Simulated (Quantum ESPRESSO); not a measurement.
Here is a Quantum ESPRESSO 7.5 calculation.

pw.in

```
&CONTROL
  calculation = 'scf'
  prefix = 'pwscf'
  outdir = './tmp'
  pseudo_dir = './pseudo'
  tprnfor = .true.
  tstress = .true.
  disk_io = 'nowf'
/
&SYSTEM
  ibrav = 0
  nat = 4
  ntyp = 2
  ecutwfc = 55
  ecutrho = 440
  nbnd = 25
  occupations = 'smearing'
  smearing = 'fd'
  degauss = 0.00367493
/
&ELECTRONS
  conv_thr = 8d-10
  electron_maxstep = 120
  mixing_beta = 0.5
/
ATOMIC_SPECIES
Cu    63.5460 Cu.paw.z_11.ld1.psl.v1.0.0-low.upf
O     15.9990 O.pbe-n-kjpaw_psl.0.1.UPF
CELL_PARAMETERS angstrom
   3.1795331000    0.0000000000    0.0000000000
  -1.5897665500    2.7535564400    0.0000000000
   0.0000000000    0.0000000000    4.4314907300
ATOMIC_POSITIONS crystal
Cu     0.0143570000    0.0135510000    0.0043770000
Cu    -0.0205790000   -0.0050740000    0.4938040000
O      0.3328320000    0.6608030000    0.2502360000
O      0.6533420000    0.3179480000    0.7458560000
K_POINTS automatic
10 10 6 0 0 0
```

Potentials or basis: SSSP 1.3 efficiency PBE.

Run with:

```console
$ OMP_NUM_THREADS=1 pw.x -in pw.in > pw.out
```

(1) Estimate the band gap on the k mesh.

(2) What does it give for the largest force?

(3) What does it give for the pressure?

Answers

(1) none (metal or under the smearing width).

(2) 1.080 eV/Å.

(3) 6.4 GPa.

Caveat: the run has no spin polarisation, though such a crystal can be magnetic; semilocal functionals often make such compounds metallic where correlation or magnetic order opens a gap, which also shifts bond lengths.
